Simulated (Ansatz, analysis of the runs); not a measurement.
# A homologous series of junctions, from (SiH2)2 chain with methyl sulfide ends, between Au (111) faces with adatoms, part 3 of 4

Wanted: G and thermopower along the series, and a fit against length.

Ansatz 0.2.0; DFT PBE, plane waves, PAW; relaxation of a junction, electrodes held but for their tips (the session's first sound run).

So far, conductance of the junction (G₀): step 3 (transmission between the leads, 90 atoms, molecule …) 0.0515.

## 5. Relaxing the junction, 93 atoms, molecule oligosilane 3, methyl sulfide ends, units 3

This step: DFT PBE, plane waves, PAW; relaxation of a junction, electrodes held but for their tips (Ansatz 0.2.0).

System of this step: (SiH2)3 chain with methyl sulfide ends, between Au (111) faces with adatoms. The cell holds 93 atoms: 74 Au, 2 S, 2 C, 3 Si and 12 H. Cell: a = 8.825 Å, b = 8.825 Å, c = 32.050 Å, α = 90.0°, β = 90.0°, γ = 60.0°. Electrodes: Au (111) 3x3 face with an adatom; the apex atoms were set 10.770 Å apart; the free molecule is CS[SiH2][SiH2][SiH2]SC. Regions: lower lead, 37 atoms (37 Au); bridge, 19 atoms (2 S, 2 C, 3 Si and 12 H); upper lead, 37 atoms (37 Au). The structure is stacked along c, and the current runs across the ab planes.

The bridge and the electrodes' tips relax, while 72 atoms stay at the lead's spacing, so that the ends still repeat as a lead.

input.yaml reads:

```yaml
crystal:
  lattice:
    - [8.8246926292, 0.0, 0.0]
    - [4.4123463146, 7.6424079975, 0.0]
    - [0.0, 0.0, 32.0498969299]
  atoms:
    - { symbol: Au, position: [0.722222222, 0.722222222, 0.0] }
    - { symbol: Au, position: [0.722222222, 0.055555556, 0.0] }
    - { symbol: Au, position: [0.722222222, 0.388888889, 0.0] }
    - { symbol: Au, position: [0.055555556, 0.722222222, 0.0] }
    - { symbol: Au, position: [0.055555556, 0.055555556, 0.0] }
    - { symbol: Au, position: [0.055555556, 0.388888889, 0.0] }
    - { symbol: Au, position: [0.388888889, 0.722222222, 0.0] }
    - { symbol: Au, position: [0.388888889, 0.055555556, 0.0] }
    - { symbol: Au, position: [0.388888889, 0.388888889, 0.0] }
    - { symbol: Au, position: [0.833333333, 0.833333333, 0.074938685] }
    - { symbol: Au, position: [0.833333333, 0.166666667, 0.074938685] }
    - { symbol: Au, position: [0.833333333, 0.5, 0.074938685] }
    - { symbol: Au, position: [0.166666667, 0.833333333, 0.074938685] }
    - { symbol: Au, position: [0.166666667, 0.166666667, 0.074938685] }
    - { symbol: Au, position: [0.166666667, 0.5, 0.074938685] }
    - { symbol: Au, position: [0.5, 0.833333333, 0.074938685] }
    - { symbol: Au, position: [0.5, 0.166666667, 0.074938685] }
    - { symbol: Au, position: [0.5, 0.5, 0.074938685] }
    - { symbol: Au, position: [0.944444444, 0.944444444, 0.149877369] }
    - { symbol: Au, position: [0.944444444, 0.277777778, 0.149877369] }
    - { symbol: Au, position: [0.944444444, 0.611111111, 0.149877369] }
    - { symbol: Au, position: [0.277777778, 0.944444444, 0.149877369] }
    - { symbol: Au, position: [0.277777778, 0.277777778, 0.149877369] }
    - { symbol: Au, position: [0.277777778, 0.611111111, 0.149877369] }
    - { symbol: Au, position: [0.611111111, 0.944444444, 0.149877369] }
    - { symbol: Au, position: [0.611111111, 0.277777778, 0.149877369] }
    - { symbol: Au, position: [0.611111111, 0.611111111, 0.149877369] }
    - { symbol: Au, position: [0.055555556, 0.055555556, 0.224816054] }
    - { symbol: Au, position: [0.055555556, 0.388888889, 0.224816054] }
    - { symbol: Au, position: [0.055555556, 0.722222222, 0.224816054] }
[... 57 atom lines left out ...]
    - { symbol: Au, position: [0.944444444, 0.611111111, 0.925061315] }
    - { symbol: Au, position: [0.944444444, 0.944444444, 0.925061315] }
    - { symbol: Au, position: [0.944444444, 0.277777778, 0.925061315] }
    - { symbol: Au, position: [0.277777778, 0.611111111, 0.925061315] }
    - { symbol: Au, position: [0.277777778, 0.944444444, 0.925061315] }
    - { symbol: Au, position: [0.277777778, 0.277777778, 0.925061315] }
kpoints:
  mp_grid: { grid: [2, 2, 1] }
scf:
  occupations: { method: fermi_dirac, width: 0.1 }
hamiltonian:
  xc: pbe
relax:
  constraints:
    - { sites: [0, 1, 2, 3, 4, 5, 6, 7, 8, 9, 10, 11, 12, 13, 14, 15, 16, 17, 18, 19, 20, 21, 22, 23, 24, 25, 26, 27, 28, 29, 30, 31, 32, 33, 34, 35, 57, 58, 59, 60, 61, 62, 63, 64, 65, 66, 67, 68, 69, 70, 71, 72, 73, 74, 75, 76, 77, 78, 79, 80, 81, 82, 83, 84, 85, 86, 87, 88, 89, 90, 91, 92] }
  f_tol: 0.05
  max_steps: 35
```

Started as:

```console
$ ansatz run input.yaml --threads 16 --pin off --max-ram 61440MiB --backend cuda --events-out ev --progress --plain --runs-dir out --max-vram 78GiB
```

Numbers of over 12 decimals in the logs are rounded to 6 here.

The log of the run:

```text
[...]
Crystal: 93 atoms, lattice volume = 2161.506 Å³
Basis set: ecut = 420 eV, 42305 PW (Γ), exchange–correlation on 120×120×432 points (8 copies of the dense FFT grid, shifted against one another)
Bands: 870, of which v1, the nominal top of the filled ones, is band 725 counted from 1 (724 counted from 0)
Symmetry: 1 space group operations
[...]
k-points: 4
[...]
- { symbol: H, position: [0.097588, 0.611926, 0.542323] }
    - { symbol: H, position: [0.177055, 0.471295, 0.587785] }
    - { symbol: H, position: [0.096216, 0.700425, 0.592991] }
    - { symbol: Au, position: [0.505718, 0.498409, 0.632142] }
    - { symbol: Au, position: [0.277778, 0.277777778, 0.700245261] }
[...]
- { symbol: Au, position: [0.944444, 0.277777778, 0.925061315] }
    - { symbol: Au, position: [0.277778, 0.611111111, 0.925061315] }
    - { symbol: Au, position: [0.277778, 0.944444, 0.925061315] }
    - { symbol: Au, position: [0.277778, 0.277777778, 0.925061315] }
[key lines of the parts left out:]
SCF converged after 7 iterations
```

Run time: 48 s. Hardware: 1 × NVIDIA GB200 with 16 threads of Arm Neoverse V2, shared host; peak memory 1.9 GiB; 2.4 min of CPU time.

Relaxation path (22 of 23):

```tsv
step	energy less that of the first step (eV)	largest force component (eV/Å)
1	0.0000	0.5114
2	-0.0177	0.9132
3	-0.1598	0.2178
4	-0.1803	0.0610
5	-0.1954	0.1521
6	-0.2074	0.2092
7	-0.2231	0.1557
8	-0.2369	0.1176
9	-0.2339	0.2922
10	-0.2467	0.0651
11	-0.2542	0.0677
13	-0.2807	0.1226
14	-0.2949	0.2154
15	-0.3074	0.2763
16	-0.3204	0.2798
17	-0.3294	0.2130
18	-0.3425	0.1837
19	-0.3536	0.1075
20	-0.3611	0.1535
21	-0.3640	0.1188
22	-0.3674	0.0671
23	-0.3685	0.0358
```

Relaxation step 9 was tried and not accepted.

The atoms that moved most (Å):

```tsv
atom	dx	dy	dz	length
H50	-0.098	-2.823	-0.071	2.825
H51	-0.988	-2.297	0.025	2.501
Si41	-0.339	-2.247	-0.001	2.273
H52	-0.179	-2.106	-0.024	2.114
H53	-0.494	-1.361	0.999	1.759
H48	-0.048	-1.700	0.151	1.707
Si42	-0.174	-1.656	0.214	1.679
H49	-0.101	-1.382	-0.848	1.624
```

The largest force component on a free atom ends at 0.036 eV/Å, under the limit of 0.05. The apex atoms end 10.87 Å apart, and their nearest bridge atoms lie at 2.39 Å (Au–S) and 2.39 Å (Au–S).

## 6. Transmission, 93 atoms, molecule oligosilane 3, methyl sulfide ends, units 3

This step: DFT PBE, plane waves, PAW; transmission of a junction between electrodes (Ansatz 0.2.0).

The transmission is computed for this geometry in the same way.

input.yaml, as its differences from that of step 5:

```diff
@@ -44,3 +44,3 @@
 kpoints:
-  mp_grid: { grid: [2, 2, 1] }
+  mp_grid: { grid: [4, 4, 1] }
 scf:
@@ -49,6 +49,7 @@
   xc: pbe
-relax:
-  constraints:
-    - { sites: [0, 1, 2, 3, 4, 5, 6, 7, 8, 9, 10, 11, 12, 13, 14, 15, 16, 17, 18, 19, 20, 21, 22, 23, 24, 25, 26, 27, 28, 29, 30, 31, 32, 33, 34, 35, 57, 58, 59, 60, 61, 62, 63, 64, 65, 66, 67, 68, 69, 70, 71, 72, 73, 74, 75, 76, 77, 78, 79, 80, 81, 82, 83, 84, 85, 86, 87, 88, 89, 90, 91, 92] }
-  f_tol: 0.05
-  max_steps: 35
+output:
+  transmission: { leads: [[84, 0]], e_range: [-0.7, 0.7], de: 0.035, kmesh: [4, 4] }
+  dos: { projected: true, e_range: [-5, 4] }
+  write_potential: true
+  write_density: true
+  volumetric_format: npy
```

Atom lines that are left out differ too.

The log of the run:

```text
[...]
Crystal: 93 atoms, lattice volume = 2161.506 Å³
Basis set: ecut = 420 eV, 42305 PW (Γ)
Bands: 870, of which v1, the nominal top of the filled ones, is band 725 counted from 1 (724 counted from 0)
Symmetry: 1 space group operations
[...]
k-points: 10 of 16 (time reversal used)
[...]
transmission: 153 of 490 steps passed
[...]
SCF converged after 9 iterations
[...]
--- Transmission ---
  basis      : 595 plane waves across, 49 finite elements along
  points     : 10, standing for a mesh of 4 x 4
  on the GPU : 10 of these points
[...]
filled         : 0.3 meV under the level at which it is neutral
    channels       : 7.687500e0 a spin
[...]
junction   : crystal 0 to crystal 0, -0.50 to 29.15 Å
    transmission   : 1.048573e-2 a spin
[...]
resistance     : 8.1945e-1 Ω µm² beyond half of each lead's own
```

It took 3.2 min on 1 × NVIDIA GB200 with 16 threads; peak memory 18 GiB.

Transmission, one spin against energy, zero at the Fermi level:

```tsv
energy (eV)	transmission, one spin
-0.700	0.00519
-0.630	0.00594
-0.560	0.00774
-0.490	0.0102
-0.420	0.00747
-0.350	0.00661
-0.315	0.00678
-0.245	0.00733
-0.175	0.00801
-0.105	0.00881
-0.035	0.00984
0.000	0.0105
0.035	0.0112
0.105	0.0134
0.175	0.0176
0.210	0.0269
0.245	0.0244
0.315	0.0115
0.350	0.0113
0.420	0.0125
0.490	0.0148
0.560	0.0180
0.630	0.0226
0.700	0.0291
```

The conductance is 0.0106 G₀. The conductance is 0.21 times that of the last run that gave one. This chain holds gauche bonds, so it is not the stretched conformer. The lead's Hamiltonian steps by 23.1 meV, which the program lets pass, though it counts in the error estimate. The largest term of the program's error estimate is 54 %, from the k-mesh.

## 7. Landauer integrals, 93 atoms

This step: Landauer integrals over the computed T(E), interpolated linearly between its energies (analysis of the runs above).

The thermopower is -15.2 μV/K. The Lorenz ratio is 1.04, where the Wiedemann-Franz law gives 1. These values rest on a semilocal level alignment and on the mesh across the current. Moving the level by up to 0.1 eV either way gives -26 to -11 μV/K.

## 8. Relaxation of the scattering region, 96 atoms, molecule oligosilane 4, methyl sulfide ends, units 4

This step: DFT PBE, plane waves, PAW; relaxation of a junction, electrodes held but for their tips (Ansatz 0.2.0).

System of this step: (SiH2)4 chain with methyl sulfide ends, between Au (111) faces with adatoms. The cell holds 96 atoms: 74 Au, 2 S, 2 C, 4 Si and 14 H. Cell: a = 8.825 Å, b = 8.825 Å, c = 34.190 Å, α = 90.0°, β = 90.0°, γ = 60.0°. Electrodes: Au (111) 3x3 face with an adatom; the apex atoms were set 12.911 Å apart; the free molecule is CS[SiH2][SiH2][SiH2][SiH2]SC. Regions: lower lead, 37 atoms (37 Au); bridge, 22 atoms (2 S, 2 C, 4 Si and 14 H); upper lead, 37 atoms (37 Au). The structure is stacked along c, and the current runs across the ab planes.

The bridge and the electrodes' tips relax, while 72 atoms stay at the lead's spacing, so that the ends still repeat as a lead.

input.yaml reads:

```yaml
crystal:
  lattice:
    - [8.8246926292, 0.0, 0.0]
    - [4.4123463146, 7.6424079975, 0.0]
    - [0.0, 0.0, 34.1903664956]
  atoms:
    - { symbol: Au, position: [0.722222222, 0.722222222, 0.0] }
    - { symbol: Au, position: [0.722222222, 0.055555556, 0.0] }
    - { symbol: Au, position: [0.722222222, 0.388888889, 0.0] }
    - { symbol: Au, position: [0.055555556, 0.722222222, 0.0] }
    - { symbol: Au, position: [0.055555556, 0.055555556, 0.0] }
    - { symbol: Au, position: [0.055555556, 0.388888889, 0.0] }
    - { symbol: Au, position: [0.388888889, 0.722222222, 0.0] }
    - { symbol: Au, position: [0.388888889, 0.055555556, 0.0] }
    - { symbol: Au, position: [0.388888889, 0.388888889, 0.0] }
    - { symbol: Au, position: [0.833333333, 0.833333333, 0.070247188] }
    - { symbol: Au, position: [0.833333333, 0.166666667, 0.070247188] }
    - { symbol: Au, position: [0.833333333, 0.5, 0.070247188] }
    - { symbol: Au, position: [0.166666667, 0.833333333, 0.070247188] }
    - { symbol: Au, position: [0.166666667, 0.166666667, 0.070247188] }
    - { symbol: Au, position: [0.166666667, 0.5, 0.070247188] }
    - { symbol: Au, position: [0.5, 0.833333333, 0.070247188] }
    - { symbol: Au, position: [0.5, 0.166666667, 0.070247188] }
    - { symbol: Au, position: [0.5, 0.5, 0.070247188] }
    - { symbol: Au, position: [0.944444444, 0.944444444, 0.140494377] }
    - { symbol: Au, position: [0.944444444, 0.277777778, 0.140494377] }
    - { symbol: Au, position: [0.944444444, 0.611111111, 0.140494377] }
    - { symbol: Au, position: [0.277777778, 0.944444444, 0.140494377] }
    - { symbol: Au, position: [0.277777778, 0.277777778, 0.140494377] }
    - { symbol: Au, position: [0.277777778, 0.611111111, 0.140494377] }
    - { symbol: Au, position: [0.611111111, 0.944444444, 0.140494377] }
    - { symbol: Au, position: [0.611111111, 0.277777778, 0.140494377] }
    - { symbol: Au, position: [0.611111111, 0.611111111, 0.140494377] }
    - { symbol: Au, position: [0.055555556, 0.055555556, 0.210741565] }
    - { symbol: Au, position: [0.055555556, 0.388888889, 0.210741565] }
    - { symbol: Au, position: [0.055555556, 0.722222222, 0.210741565] }
[... 60 atom lines left out ...]
    - { symbol: Au, position: [0.944444444, 0.611111111, 0.929752812] }
    - { symbol: Au, position: [0.944444444, 0.944444444, 0.929752812] }
    - { symbol: Au, position: [0.944444444, 0.277777778, 0.929752812] }
    - { symbol: Au, position: [0.277777778, 0.611111111, 0.929752812] }
    - { symbol: Au, position: [0.277777778, 0.944444444, 0.929752812] }
    - { symbol: Au, position: [0.277777778, 0.277777778, 0.929752812] }
kpoints:
  mp_grid: { grid: [2, 2, 1] }
scf:
  occupations: { method: fermi_dirac, width: 0.1 }
hamiltonian:
  xc: pbe
relax:
  constraints:
    - { sites: [0, 1, 2, 3, 4, 5, 6, 7, 8, 9, 10, 11, 12, 13, 14, 15, 16, 17, 18, 19, 20, 21, 22, 23, 24, 25, 26, 27, 28, 29, 30, 31, 32, 33, 34, 35, 60, 61, 62, 63, 64, 65, 66, 67, 68, 69, 70, 71, 72, 73, 74, 75, 76, 77, 78, 79, 80, 81, 82, 83, 84, 85, 86, 87, 88, 89, 90, 91, 92, 93, 94, 95] }
  f_tol: 0.05
  max_steps: 35
```

The log of the run:

```text
Warning: at least one further symmetry operation maps every atom of the structure, as the run holds it, onto an atom to within 2.85e-5 (fractional), and is not used: no operation is sought that the atoms, as the run holds them, miss by more than 2.00e-5, twice crystal.symmetry.tolerance (1.0e-5). The run uses 1 unitary operations. The run imposes no operation that its atoms and lattice do not hold. Figures that only  [...]
[...]
Crystal: 96 atoms, lattice volume = 2305.863 Å³
[...]
- { symbol: Au, position: [0.499473, 0.499459, 0.655851] }
    - { symbol: Au, position: [0.277778, 0.277777778, 0.719011246] }
    - { symbol: Au, position: [0.277778, 0.611111111, 0.719011246] }
    - { symbol: Au, position: [0.277778, 0.944444, 0.719011246] }
    - { symbol: Au, position: [0.611111111, 0.277777778, 0.719011246] }
[...]
- { symbol: Au, position: [0.944444, 0.277777778, 0.929752812] }
    - { symbol: Au, position: [0.277778, 0.611111111, 0.929752812] }
    - { symbol: Au, position: [0.277778, 0.944444, 0.929752812] }
    - { symbol: Au, position: [0.277778, 0.277777778, 0.929752812] }
[key lines of the parts left out:]
SCF converged after 7 iterations
```

Elapsed: 10 s, on 1 × NVIDIA GB200 with 16 threads; peak memory 2 GiB.

Step by step:

```tsv
step	energy less that of the first step (eV)	largest force component (eV/Å)
1	0.0000	0.5730
2	-0.0195	0.9043
3	-0.1605	0.2122
4	-0.1698	0.1332
5	-0.1760	0.0192
```

The atoms that moved most (Å):

```tsv
atom	dx	dy	dz	length
H57	-0.103	-0.032	0.191	0.219
H46	0.103	0.032	-0.191	0.219
H58	0.008	0.109	0.151	0.187
H47	-0.008	-0.109	-0.151	0.187
H50	0.038	0.055	-0.119	0.136
H56	-0.038	-0.055	0.119	0.136
H54	0.004	-0.022	0.123	0.125
H52	-0.004	0.022	-0.123	0.125
```

The largest force component on a free atom ends at 0.019 eV/Å, under the limit of 0.05. The apex atoms end 13.06 Å apart, and their nearest bridge atoms lie at 2.38 Å (Au–S) and 2.38 Å (Au–S).

## 9. Transmission, 96 atoms, molecule oligosilane 4, methyl sulfide ends, units 4

This step: DFT PBE, plane waves, PAW; transmission of a junction between electrodes (Ansatz 0.2.0).

The transmission is computed for this geometry in the same way.

input.yaml, as its differences from that of step 8:

```diff
@@ -44,3 +44,3 @@
 kpoints:
-  mp_grid: { grid: [2, 2, 1] }
+  mp_grid: { grid: [4, 4, 1] }
 scf:
@@ -49,6 +49,7 @@
   xc: pbe
-relax:
-  constraints:
-    - { sites: [0, 1, 2, 3, 4, 5, 6, 7, 8, 9, 10, 11, 12, 13, 14, 15, 16, 17, 18, 19, 20, 21, 22, 23, 24, 25, 26, 27, 28, 29, 30, 31, 32, 33, 34, 35, 60, 61, 62, 63, 64, 65, 66, 67, 68, 69, 70, 71, 72, 73, 74, 75, 76, 77, 78, 79, 80, 81, 82, 83, 84, 85, 86, 87, 88, 89, 90, 91, 92, 93, 94, 95] }
-  f_tol: 0.05
-  max_steps: 35
+output:
+  transmission: { leads: [[87, 0]], e_range: [-0.7, 0.7], de: 0.035, kmesh: [4, 4] }
+  dos: { projected: true, e_range: [-5, 4] }
+  write_potential: true
+  write_density: true
+  volumetric_format: npy
```

Atom lines that are left out differ too.

The log of the run:

```text
[...]
Crystal: 96 atoms, lattice volume = 2305.863 Å³
Basis set: ecut = 420 eV, 44977 PW (Γ)
Bands: 874, of which v1, the nominal top of the filled ones, is band 728 counted from 1 (727 counted from 0)
Symmetry: 1 space group operations
[...]
k-points: 10 of 16 (time reversal used)
[...]
SCF converged after 9 iterations
[...]
--- Transmission ---
  basis      : 595 plane waves across, 52 finite elements along
  points     : 10, standing for a mesh of 4 x 4
  on the GPU : 10 of these points
[...]
filled         : 0.3 meV under the level at which it is neutral
    channels       : 7.687500e0 a spin
[...]
junction   : crystal 0 to crystal 0, -0.50 to 31.29 Å
    transmission   : 1.198763e-2 a spin
[...]
resistance     : 7.1692e-1 Ω µm² beyond half of each lead's own
```

The job ended after 4.4 min (1 × NVIDIA GB200 with 16 threads; peak memory 19 GiB; 32 min of CPU time).

Table of transmission, one spin by energy, zero at the Fermi level:

```tsv
energy (eV)	transmission, one spin
-0.700	0.00667
-0.665	0.00699
-0.595	0.00827
-0.560	0.00964
-0.490	0.0135
-0.455	0.0125
-0.420	0.00997
-0.350	0.00812
-0.315	0.00824
-0.280	0.00846
-0.210	0.00906
-0.175	0.00946
-0.105	0.0103
-0.070	0.0108
-0.035	0.0113
0.000	0.0120
0.035	0.0128
0.070	0.0138
0.105	0.0150
0.175	0.0196
0.210	0.0300
0.280	0.0155
0.315	0.0119
0.350	0.0112
0.420	0.0118
0.455	0.0126
0.490	0.0134
0.560	0.0156
0.595	0.0169
0.665	0.0204
0.700	0.0225
```

The conductance is 0.0121 G₀. The conductance is 1.1 times that of the last run that gave one. The lead's Hamiltonian steps by 23.5 meV, which the program lets pass, though it counts in the error estimate. The largest term of the program's error estimate is 56 %, from the k-mesh.

## 10. Landauer integrals, 96 atoms

This step: Landauer integrals over the computed T(E), interpolated linearly between its energies (analysis of the runs above).

The thermopower is -13.9 μV/K. The Lorenz ratio is 1.04, where the Wiedemann-Franz law gives 1. These values rest on a semilocal level alignment and on the mesh across the current. Moving the level by up to 0.1 eV either way gives -25 to -9.9 μV/K.

(Part 3 of 4 ends here.)

[Logs are printed without paths, hosts, clocks, repeated set-up lines and the standing remarks that a program may print on its own settings, such as how far it seeks lower states.]

[Hosts, paths, dates, database ids (printed as entryN), source tags and the programs' standing remarks are cut or masked in the printed files.]
